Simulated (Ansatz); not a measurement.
Computed with DFT r2SCAN, scalar-relativistic, plane waves, PAW (Ansatz). Settings: cutoff 500 eV, Γ-centred meshes no coarser than 0.19 Å⁻¹ for metals and 0.3 Å⁻¹ for insulators (2π included), Gaussian smearing.

All energies are static (0 K, no zero-point motion). Larger cells and other orderings weren't all tried, so the list isn't exhaustive. The k mesh leaves about 4 meV/atom of noise in metals. Spin–orbit coupling is left out. No run is spin-polarised.

Task: Which is lower for GePt, the MnP (Pt on Mn sites) or the caesium chloride structure, and by how much?

Result: The MnP (Pt on Mn sites) structure, by 450 meV/atom. It takes 16.4 Å³/atom against 15.8.